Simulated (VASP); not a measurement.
# SiC (Imm2) in VASP: notebook

One crystal, SiC, is run at these levels: LDA, PBE; tasks: band structure.

Everything below comes from runs of VASP 6.6.1. Logs are shortened: lines on timing, memory, paths and dates and some standing lists are left out, and cuts for length are marked.

**1. The structure**

It takes space group Imm2 (No. 44, orthorhombic). Conventional cell: a = 3.056 Å, b = 3.084 Å, c = 4.361 Å, α = 90.00°, β = 90.00°, γ = 90.00°. Around Si (site symmetry mm2) lie 4 C at 1.88 to 1.89 Å. C (site symmetry mm2) has 4 Si at 1.88 to 1.89 Å as nearest neighbours.

The cell was built by a generator and isn't the measured one.

**2. Band structure, LDA**

Contents of POSCAR:

```
SiC                                     
1.0
    3.0836857290      0.0000000000      0.0000000000
    0.0000000000      4.3609901800      0.0000000000
    0.0000000000      0.0000000000      3.0558158657
  Si              C             
     2     2
Direct
     0.0000000000000000    0.9995613789728210    0.0000000000000000
     0.5000000000000000    0.4995613789728210    0.5000000000000000
     0.0000000000000000    0.2504386210271790    0.5000000000000000
     0.5000000000000000    0.7504386210271790    0.0000000000000000
```

Contents of INCAR.step1:

```
PREC = Accurate
ENCUT = 520
EDIFF = 1E-7
ISMEAR = 0
SIGMA = 0.02
LREAL = F
LASPH = T
NELM = 60
ALGO = Normal
ISIF = 2
LWAVE = F
LCHARG = T
GGA = CA
NBANDS = 16
```

Contents of KPOINTS.step1:

```
regular mesh
0
Gamma
  8 6 8
```

Contents of INCAR.step2:

```
PREC = Accurate
ENCUT = 520
EDIFF = 1E-7
ISMEAR = 0
SIGMA = 0.05
LREAL = F
LASPH = T
NELM = 60
ALGO = Normal
ISIF = 2
LWAVE = F
LCHARG = F
GGA = CA
NBANDS = 16
ICHARG = 11
```

Contents of KPOINTS.step2:

```
path GXSYGZURTZ,YT,UX,SR
10
line-mode
reciprocal
 0.0000000000  0.0000000000  0.0000000000  G
 0.0000000000  0.0000000000  0.5000000000  X

 0.0000000000  0.0000000000  0.5000000000  X
 0.5000000000  0.0000000000  0.5000000000  S

 0.5000000000  0.0000000000  0.5000000000  S
 0.5000000000  0.0000000000  0.0000000000  Y

 0.5000000000  0.0000000000  0.0000000000  Y
 0.0000000000  0.0000000000  0.0000000000  G

 0.0000000000  0.0000000000  0.0000000000  G
 0.0000000000  0.5000000000  0.0000000000  Z

 0.0000000000  0.5000000000  0.0000000000  Z
 0.0000000000  0.5000000000  0.5000000000  U

 0.0000000000  0.5000000000  0.5000000000  U
 0.5000000000  0.5000000000  0.5000000000  R

 0.5000000000  0.5000000000  0.5000000000  R
 0.5000000000  0.5000000000  0.0000000000  T

 0.5000000000  0.5000000000  0.0000000000  T
 0.0000000000  0.5000000000  0.0000000000  Z

 0.5000000000  0.0000000000  0.0000000000  Y
 0.5000000000  0.5000000000  0.0000000000  T

 0.0000000000  0.5000000000  0.5000000000  U
 0.0000000000  0.0000000000  0.5000000000  X

 0.5000000000  0.0000000000  0.5000000000  S
 0.5000000000  0.5000000000  0.5000000000  R
```

Potentials or basis: VASP PAW LDA potentials, release 64 (Si, C).

Run with:

```sh
$ cat potpaw_LDA.64/Si/POTCAR potpaw_LDA.64/C/POTCAR > POTCAR
$ cp INCAR.step1 INCAR
$ cp KPOINTS.step1 KPOINTS
$ mpirun -np 1 vasp_std > vasp.out
$ cp INCAR.step2 INCAR
$ cp KPOINTS.step2 KPOINTS
$ mpirun -np 1 vasp_std > vasp.out
```

OUTCAR:

```text
PREC = Accurate
   ENCUT = 520
   EDIFF = 1E-7
   ISMEAR = 0
   LREAL = F
   LASPH = T
   NELM = 60
   ISIF = 2
   GGA = CA
   ICHARG = 11

 ion  position               nearest neighbor table
   1  0.000  1.000  0.000-   3 1.88   3 1.88   4 1.89   4 1.89   2 3.08   2 3.08   2 3.08   2 3.08
                             2 3.08   2 3.08   2 3.08   2 3.08
   2  0.500  0.500  0.500-   4 1.88   4 1.88   3 1.89   3 1.89   1 3.08   1 3.08   1 3.08   1 3.08
                             1 3.08   1 3.08   1 3.08   1 3.08
   3  0.000  0.250  0.500-   1 1.88   1 1.88   2 1.89   2 1.89
   4  0.500  0.750  0.000-   2 1.88   2 1.88   1 1.89   1 1.89

  LATTYP: Found a simple orthorhombic cell.
 ALAT       =     3.0558158657
 B/A-ratio  =     1.0091202692
 C/A-ratio  =     1.4271115707

  Lattice vectors:

 A1 = (   0.0000000000,   0.0000000000,   3.0558158657)
 A2 = (   3.0836857290,   0.0000000000,   0.0000000000)
 A3 = (   0.0000000000,   4.3609901800,   0.0000000000)

Analysis of symmetry for initial positions (statically):
=====================================================================
 Subroutine PRICEL returns following result:

  LATTYP: Found a body centered orthorhombic cell.
 ALAT       =     3.0558158657
 B/A-ratio  =     1.0091202692
 C/A-ratio  =     1.4271115707

  Lattice vectors:

 A1 = (  -1.5418428645,  -2.1804950900,  -1.5279079329)
 A2 = (   1.5418428645,  -2.1804950900,   1.5279079329)
 A3 = (  -1.5418428645,   2.1804950900,   1.5279079328)

   2 primitive cells build up your supercell.

 Routine SETGRP: Setting up the symmetry group for a
 simple orthorhombic supercell.

 Subroutine GETGRP returns: Found  4 space group operations
 (whereof  4 operations were pure point group operations)
 out of a pool of  8 trial point group operations.

The static configuration has the point symmetry C_2v.

Analysis of symmetry for dynamics (positions and initial velocities):
=====================================================================
 Subroutine PRICEL returns following result:

  LATTYP: Found a body centered orthorhombic cell.
 ALAT       =     3.0558158657
 B/A-ratio  =     1.0091202692
 C/A-ratio  =     1.4271115707

  Lattice vectors:

 A1 = (  -1.5418428645,  -2.1804950900,  -1.5279079329)
 A2 = (   1.5418428645,  -2.1804950900,   1.5279079329)
 A3 = (  -1.5418428645,   2.1804950900,   1.5279079328)

   2 primitive cells build up your supercell.

 Routine SETGRP: Setting up the symmetry group for a
 simple orthorhombic supercell.

 Subroutine GETGRP returns: Found  4 space group operations
 (whereof  4 operations were pure point group operations)
 out of a pool of  8 trial point group operations.

The dynamic configuration has the point symmetry C_2v.

 Subroutine INISYM returns: Found  4 space group operations
 (whereof  4 operations are pure point group operations),
 and found     2 'primitive' translations

----------------------------------------------------------------------------------------

                                     Primitive cell

  volume of cell :      20.5472

  direct lattice vectors                    reciprocal lattice vectors
    -1.541842864 -2.180495090 -1.527907933    -0.324287261 -0.229305722  0.000000000
     1.541842864 -2.180495090  1.527907933    -0.000000000 -0.229305722  0.327244848
    -1.541842864  2.180495090  1.527907933    -0.324287261  0.000000000  0.327244848

  length of vectors
     3.076741931  3.076741931  3.076741931     0.397169160  0.399587668  0.460707520

  position of ions in fractional coordinates (direct lattice)
     0.000438621  0.000438621  0.000000000
     0.749561379  0.249561379  0.500000000

  ion indices of the primitive-cell ions
   primitive index   ion index
                 1           1
                 2           4

----------------------------------------------------------------------------------------

 KPOINTS: path GXSYGZURTZ,YT,UX,SR

Interpolating k-points between supplied coordinates.

 Line segments in fractional coordinates (reciprocal lattice):
    0.000000  0.000000  0.000000  ...  0.000000  0.000000  0.500000
    0.000000  0.000000  0.500000  ...  0.500000  0.000000  0.500000
    0.500000  0.000000  0.500000  ...  0.500000  0.000000  0.000000
    0.500000  0.000000  0.000000  ...  0.000000  0.000000  0.000000
    0.000000  0.000000  0.000000  ...  0.000000  0.500000  0.000000
    0.000000  0.500000  0.000000  ...  0.000000  0.500000  0.500000
    0.000000  0.500000  0.500000  ...  0.500000  0.500000  0.500000
    0.500000  0.500000  0.500000  ...  0.500000  0.500000  0.000000
    0.500000  0.500000  0.000000  ...  0.000000  0.500000  0.000000
    0.500000  0.000000  0.000000  ...  0.500000  0.500000  0.000000
    0.000000  0.500000  0.500000  ...  0.000000  0.000000  0.500000
    0.500000  0.000000  0.500000  ...  0.500000  0.500000  0.500000

 Generated    10 points on each line segment, for a total of    120 k-points:

 Following reciprocal coordinates:
[... 38 lines left out ...]
   TEBEG  =    0.0;   TEEND  =   0.0 temperature during run
   PSTRESS=    0.0 pullay stress
   NELECT =      16.0000    total number of electrons
   NUPDOWN=      -1.0000    fix difference up-down
   EMIN   =  10.00;   EMAX   =-10.00  energy-range for DOS
   EFERMI =   0.00;   METHOD = LEGACY
   ISMEAR =     0;   SIGMA  =   0.05  broadening in eV -4-tet -1-fermi 0-gaus
   EFERMI_NEDOS =   21; number of points for ismear=-14 and -15
   IALGO  =     38    algorithm
   IMIX   =      4    mixing-type and parameters
     AMIX     =   0.40;   BMIX     =  1.00
     AMIX_MAG =   1.60;   BMIX_MAG =  1.00
  volume/ion in A,a.u.               =      10.27        69.33
  Fermi-wavevector in a.u.,A,eV,Ry     =   1.195420  2.259017 19.443135  1.429030
  Thomas-Fermi vector in A             =   2.331386
   LORBIT       =      0    0 simple, 1 ext, 2 COOP (PROOUT), +10 PAW based schemes
   GGA     = CA    functional components
   LHFCALC =     F    Hartree Fock is set to
   AEXX    =    0.0000 exact exchange contribution
   IVDW    =     0    specifies the selected vdW correction
   LEPSILON=     F    determine dielectric tensor
   LRPA    =     F    only Hartree local field effects (RPA)
 non-spin polarized calculation
 Gauss-broadening in eV      SIGMA  =   0.05
  energy-cutoff  :      520.00
  volume of cell :       41.09
 maximum number of plane-waves:      1136
 NGX is ok and might be reduce to    24

 number of electron      16.0000000 magnetization

 Free energy of the ion-electron system (eV)
  ---------------------------------------------------
  ext. energy  EPLUGINS =         0.00000000
  ---------------------------------------------------
  free energy    TOTEN  =       -32.13427698 eV

  energy without entropy =      -32.13427698  energy(sigma->0) =      -32.13427698

 E-fermi :   8.4318     XC(G=0): -11.5864

 val. band max:        8.1984215003   @ k =   0.0000   0.0000   0.0000
 cond. band min:       9.4265721109   @ k =   0.5000   0.0000   0.5000
 fundamental gap:      1.2281506106
 Fermi energy:         8.4317898579

 k-point     1 :       0.0000    0.0000    0.0000
  band No.  band energies     occupation
      1      -7.2287      2.00000
      2      -2.1182      2.00000
      3       0.2697      2.00000
      4       4.8873      2.00000
      5       5.0497      2.00000
      6       8.1077      2.00000
[... 8 lines left out ...]
     15      22.0545      0.00000
     16      22.0754      0.00000

 k-point     2 :       0.0000    0.0000    0.0556
  band No.  band energies     occupation
      1      -7.1875      2.00000
      2      -2.1035      2.00000
      3       0.3034      2.00000
      4       4.7815      2.00000
      5       4.9184      2.00000
      6       7.9958      2.00000
[... 8 lines left out ...]
     15      21.9335      0.00000
     16      21.9643      0.00000

 k-point     3 :       0.0000    0.0000    0.1111
  band No.  band energies     occupation
      1      -7.0642      2.00000
      2      -2.0657      2.00000
      3       0.4018      2.00000
      4       4.1449      2.00000
      5       5.0110      2.00000
      6       7.4609      2.00000
[... 8 lines left out ...]
     15      21.4052      0.00000
     16      21.5562      0.00000
[... 362 lines left out ...]
 k-point    23 :       0.5000    0.0000    0.3889
  band No.  band energies     occupation
      1      -2.5450      2.00000
      2      -2.5450      2.00000
      3       0.9295      2.00000
      4       0.9295      2.00000
      5       4.7394      2.00000
      6       4.7394      2.00000
[... 8 lines left out ...]
     15      21.7389      0.00000
     16      21.7390      0.00000

 k-point    24 :       0.5000    0.0000    0.3333
  band No.  band energies     occupation
      1      -2.9219      2.00000
      2      -2.9219      2.00000
      3       1.4279      2.00000
      4       1.4279      2.00000
      5       4.5521      2.00000
      6       4.5521      2.00000
[... 8 lines left out ...]
     15      21.4543      0.00000
     16      21.4545      0.00000

 [... further k-points ...]
[... 5 lines left out ...]
  --------------------------------------------------------------------------------------
  -------------------------------------------------------------------------------------
  Total        1.4579989     -1.6280159      2.6206453      0.0000000      0.0000000      0.0000000
  in kB       56.8440987    -63.4726793    102.1730653      0.0000000      0.0000000      0.0000000
  external PRESSURE =      31.8481616 kB  Pullay stress =       0.0000000 kB

 VOLUME and BASIS-vectors are now :
 -----------------------------------------------------------------------------
  energy-cutoff  :      520.00
  volume of cell :       41.09
      direct lattice vectors                 reciprocal lattice vectors
     3.083685729  0.000000000  0.000000000     0.324287261  0.000000000  0.000000000
     0.000000000  4.360990180  0.000000000     0.000000000  0.229305722  0.000000000
     0.000000000  0.000000000  3.055815866     0.000000000  0.000000000  0.327244848

 POSITION                                       TOTAL-FORCE (eV/Angst)
 -----------------------------------------------------------------------------------
      0.00000      4.35908      0.00000        -0.000000      0.020319      0.000000
      1.54184      2.17858      1.52791        -0.000000      0.020319      0.000000
      0.00000      1.09216      1.52791         0.000000     -0.020319     -0.000000
      1.54184      3.27266      0.00000         0.000000     -0.020319     -0.000000
 -----------------------------------------------------------------------------------
    total drift:                                0.000000      0.002492     -0.000000

  FREE ENERGIE OF THE ION-ELECTRON SYSTEM (eV)
  ---------------------------------------------------
  free  energy   TOTEN  =       -32.1342769801 eV

  energy  without entropy=      -32.1342769801  energy(sigma->0) =      -32.13427698
```

Wall time 44 s (1 thread of Intel Xeon Platinum 8488C (Sapphire Rapids), shared host); peak memory 0.17 GiB.

What came out:

- Band gap on the k mesh: 1.23 eV
- Band gap along the path: 1.23 eV

Levels at the corners of the path, in eV from the valence-band top:
```
point  band 6  band 7  band 8  band 9  band 10  band 11
    Γ   -0.09   -0.08    0.00    1.27     4.21     6.29
    X   -4.45   -1.26   -1.26    5.38     5.38     8.59
    X   -4.45   -1.26   -1.26    5.38     5.38     8.59
    S   -3.28   -3.28   -3.28    1.23     1.23     4.13
    S   -3.28   -3.28   -3.28    1.23     1.23     4.13
    Y   -4.48   -1.17   -1.17    5.51     5.51     8.77
    Y   -4.48   -1.17   -1.17    5.51     5.51     8.77
    Γ   -0.09   -0.08    0.00    1.27     4.21     6.29
    Γ   -0.09   -0.08    0.00    1.27     4.21     6.29
    Z   -2.05   -1.91   -1.91    3.94     3.94     6.24
    Z   -2.05   -1.91   -1.91    3.94     3.94     6.24
    U   -1.15   -1.13   -1.13    5.33     5.33     7.06
    U   -1.15   -1.13   -1.13    5.33     5.33     7.06
    R   -5.10   -4.80   -4.80    5.04     5.04     9.29
    R   -5.10   -4.80   -4.80    5.04     5.04     9.29
    T   -1.13   -1.04   -1.04    5.46     5.46     7.08
    T   -1.13   -1.04   -1.04    5.46     5.46     7.08
    Z   -2.05   -1.91   -1.91    3.94     3.94     6.24
    Y   -4.48   -1.17   -1.17    5.51     5.51     8.77
    T   -1.13   -1.04   -1.04    5.46     5.46     7.08
    U   -1.15   -1.13   -1.13    5.33     5.33     7.06
    X   -4.45   -1.26   -1.26    5.38     5.38     8.59
    S   -3.28   -3.28   -3.28    1.23     1.23     4.13
    R   -5.10   -4.80   -4.80    5.04     5.04     9.29
```

Caveat: the log is that of the step along the path at fixed density, whose energy, stress, charges and moments have no meaning.

**3. Band structure, PBE**

This run uses another cell than the first one, of 10.51 Å³/atom, 1.023 times its volume.

Contents of INCAR:

```
  PREC = Accurate
  ENCUT = 520
  EDIFF = 1E-7
  ISMEAR = 0
  SIGMA = 0.02
  LREAL = F
  LASPH = T
  NELM = 80
  ALGO = Fast
  ISIF = 2
  LWAVE = F
  LCHARG = F
  GGA = PE
  KPAR = 4
```

Contents of KPOINTS:

```
regular mesh
0
Gamma
  8 6 8
```

Contents of POSCAR:

```
SiC                                     
1.0
    3.0787381452      0.0000000000      0.0000000000
    0.0000000000      4.3539932400      0.0000000000
    0.0000000000      0.0000000000      3.1360670110
  Si              C             
     2     2
Direct
     1.0000000000000000    0.0000000000000000    1.0000000000000000
     0.5000000000000000    0.5000000000000000    0.5000000000000000
     1.0000000000000000    0.2500000000000000    0.5000000000000000
     0.5000000000000000    0.7500000000000000    0.0000000000000000
```

Contents of KPOINTS_OPT:

```
path GXMGZRAZ,XR,MA
10
line-mode
reciprocal
 0.0000000000  0.0000000000  0.0000000000  G
 0.0000000000  0.0000000000 -0.5000000000  X

 0.0000000000  0.0000000000 -0.5000000000  X
-0.5000000000  0.0000000000 -0.5000000000  M

-0.5000000000  0.0000000000 -0.5000000000  M
 0.0000000000  0.0000000000  0.0000000000  G

 0.0000000000  0.0000000000  0.0000000000  G
 0.0000000000 -0.5000000000  0.0000000000  Z

 0.0000000000 -0.5000000000  0.0000000000  Z
 0.0000000000 -0.5000000000 -0.5000000000  R

 0.0000000000 -0.5000000000 -0.5000000000  R
-0.5000000000 -0.5000000000 -0.5000000000  A

-0.5000000000 -0.5000000000 -0.5000000000  A
 0.0000000000 -0.5000000000  0.0000000000  Z

 0.0000000000  0.0000000000 -0.5000000000  X
 0.0000000000 -0.5000000000 -0.5000000000  R

-0.5000000000  0.0000000000 -0.5000000000  M
-0.5000000000 -0.5000000000 -0.5000000000  A
```

Potentials or basis: VASP PAW PBE potentials, release 64 (Si, C).

Run with:

```sh
$ cat potpaw_PBE.64/Si/POTCAR potpaw_PBE.64/C/POTCAR > POTCAR
$ mpirun -np 4 vasp_std > vasp.out
```

Wall time 12 s (4 MPI ranks of AMD EPYC 9R45 (Zen 5), shared host); peak memory 0.18 GiB.

The run converged. Its results:

```yaml
Free_energy: -30.1077 eV
Pressure: -0.1 GPa
Largest_force: 0.139 eV/Å
Band_gap_on_the_k_mesh: 1.27 eV
Band_gap_along_the_path: 1.27 eV
```

Forces in eV/Å, atoms in the order of the input:
```
Si   0.000  0.139  0.000
Si   0.000  0.139  0.000
C    0.000 -0.139  0.000
C    0.000 -0.139  0.000
```

Stress tensor (GPa, compression positive):
```
 3.93  0.00  0.00
 0.00  1.35  0.00
 0.00  0.00 -5.70
```

Levels at the corners of the path, in eV from the valence-band top:
```tsv
point	band 5	band 6	band 7	band 8	band 9	band 10	band 11	band 12
Γ	-3.12	-0.11	-0.01	0.00	1.27	4.14	5.94	6.97
X	-4.31	-4.31	-1.21	-1.21	5.47	5.47	8.79	8.81
X	-4.31	-4.31	-1.21	-1.21	5.47	5.47	8.79	8.79
M	-3.17	-3.17	-3.15	-3.15	1.36	1.36	4.28	4.28
M	-3.17	-3.17	-3.15	-3.15	1.36	1.36	4.28	4.28
Γ	-3.12	-0.11	-0.01	0.00	1.27	4.14	5.94	6.97
Γ	-3.12	-0.11	-0.01	0.00	1.27	4.14	5.94	6.97
Z	-2.11	-2.11	-1.88	-1.88	3.95	3.95	6.20	6.20
Z	-2.11	-2.11	-1.88	-1.88	3.95	3.95	6.20	6.20
R	-1.08	-1.08	-0.99	-0.99	5.39	5.39	7.17	7.17
R	-1.08	-1.08	-0.99	-0.99	5.39	5.39	7.17	7.20
A	-4.96	-4.96	-4.66	-4.66	5.23	5.23	9.32	9.35
A	-4.96	-4.96	-4.66	-4.66	5.23	5.23	9.33	9.36
Z	-2.11	-2.11	-1.88	-1.88	3.95	3.95	6.20	6.20
X	-4.31	-4.31	-1.21	-1.21	5.47	5.47	8.79	8.82
R	-1.08	-1.08	-0.99	-0.99	5.39	5.39	7.17	7.20
M	-3.17	-3.17	-3.15	-3.15	1.36	1.36	4.28	4.28
A	-4.96	-4.96	-4.66	-4.66	5.23	5.23	9.32	9.35
```

Expect the measured gap to be larger: semilocal functionals such as PBE lack the derivative discontinuity.

**4. Band structure, PBE, non-collinear spin, zero start, spin-orbit coupling**

This run uses another cell than the first one, of 10.51 Å³/atom, 1.023 times its volume.

INCAR, as its differences from that of step 3:

```diff
@@ -12,2 +12,6 @@
   LCHARG = F
+  MAGMOM = 0 0 0 0 0 0 0 0 0 0 0 0
+  LORBIT = 11
+  LSORBIT = T
+  GGA_COMPAT = F
   GGA = PE
```

KPOINTS is that of step 3.

POSCAR is that of step 3.

KPOINTS_OPT is that of step 3.

Run with:

```sh
$ cat potpaw_PBE.64/Si/POTCAR potpaw_PBE.64/C/POTCAR > POTCAR
$ mpirun -np 4 vasp_ncl > vasp.out
```

Run time: 64 s. Hardware: 4 MPI ranks of AMD EPYC 9R45 (Zen 5), shared host; peak memory 0.48 GiB.

It converged, with:

```yaml
Free_energy: -30.1080 eV
Pressure: -0.1 GPa
Largest_force: 0.139 eV/Å
Net_moment: 0.00 μB per cell
Valence_electrons_inside_the_program's_atomic_spheres: Si 1.67; C 2.53
```

Forces on the atoms (eV/Å):
```
Si   0.000  0.139  0.000
Si   0.000  0.139  0.000
C    0.000 -0.139  0.000
C    0.000 -0.139  0.000
```

Stress tensor (GPa, compression positive):
```
 3.93  0.00  0.00
 0.00  1.34  0.00
 0.00  0.00 -5.71
```

Moments on the atoms (μB; x, y, z):
```
Si  0.00 0.00 0.00
Si  0.00 0.00 0.00
C   0.00 0.00 0.00
C   0.00 0.00 0.00
```

**5. Summary**

```tsv
level	potentials or basis	spin	cell	gap on the mesh (eV)	pressure (GPa)	largest force (eV/Å)
LDA	VASP PAW LDA potentials, release 64 (Si, C)	off	Imm2, 10.27 Å³/atom	1.23	-	-
PBE	VASP PAW PBE potentials, release 64 (Si, C)	off	Imm2, 10.51 Å³/atom	1.27	-0.1	0.14
PBE	VASP PAW PBE potentials, release 64 (Si, C)	non-collinear, zero start, SOC	Imm2, 10.51 Å³/atom	-	-0.1	0.14
```

Alike in all rows: task band structure; k mesh 8 × 6 × 8; cutoff (eV) 520; smearing gaussian 0.02 eV.

Absolute energies hang on the potentials; compare differences alone.
